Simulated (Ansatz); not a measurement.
Equation of state of SnS$_{2}$

```cif
data_structure
_symmetry_space_group_name_H-M 'P-3m1'
_symmetry_Int_Tables_number 164
_cell_length_a 3.5983
_cell_length_b 3.5983
_cell_length_c 5.4940
_cell_angle_alpha 90.000
_cell_angle_beta 90.000
_cell_angle_gamma 120.000
_cell_volume 61.60
loop_
_atom_site_label
_atom_site_type_symbol
_atom_site_symmetry_multiplicity
_atom_site_Wyckoff_symbol
_atom_site_fract_x
_atom_site_fract_y
_atom_site_fract_z
_atom_site_occupancy
Sn1 Sn 1 a 0.00000 0.00000 0.00000 1
S1 S 2 d 0.66667 0.33333 0.26390 1
```

The runs use the primitive cell with vectors (3.598, 0.000, 0.000), (-1.799, 3.116, 0.000), (0.000, 0.000, 5.494) Å, to which the k mesh refers.

The structure is an experimental refinement, used without relaxation.

No spin–orbit coupling, which matters for the heavy atoms here.

Methods: DFT, LDA, all-electron LAPW, scalar-relativistic (Ansatz 0.2.0); DFT, LDA, PAW with Ansatz's default frozen-core files, scalar-relativistic (Ansatz 0.2.0).

For LAPW: a Γ-centred 8×8×5 k mesh, Fermi–Dirac smearing of 0.01 eV, basis error target 1 meV/atom, no spin polarisation. PAW takes a cutoff of 420 eV at this cell (files made with PBE, cores remade for this functional). The Ansatz runs share mesh, smearing and spin set-up. Plane-wave (PAW) pressures include the program's estimate of the Pulay term.

The cell above is scaled evenly, with fractional coordinates and shape held.

**Question.** Estimate the equilibrium volume and bulk modulus that LAPW (all electrons) gives for this fixed shape.

**Answer.** V0 = 21.28 Å³/atom, B0 = 90 GPa, B0′ = 4.6, from a third-order Birch–Murnaghan fit to these pressures:
| V/V(cell) | V (Å³/atom) | P, LAPW (GPa) | P, PAW (GPa) | gap on the k mesh, LAPW (eV) | free energy over the lowest listed, PAW (meV/atom) |
| --- | --- | --- | --- | --- | --- |
| 0.9400 | 19.303 | 11.00 | 11.00 | 1.13 | 61.9 |
| 0.9800 | 20.124 | 5.72 | 5.72 | 1.07 | 19.5 |
| 1.0000 | 20.535 | 3.49 | 3.49 | 1.04 | 7.8 |
| 1.0100 | 20.740 | 2.46 | 2.46 | 1.03 | 4.0 |
| 1.0400 | 21.356 | -0.31 | -0.31 | 0.99 | 0.0 |

PAW's V0 lies 0.00 % from the all-electron value and its B0 0.0 %. With shape and internal coordinates held, B0 is an upper bound to the relaxed modulus.
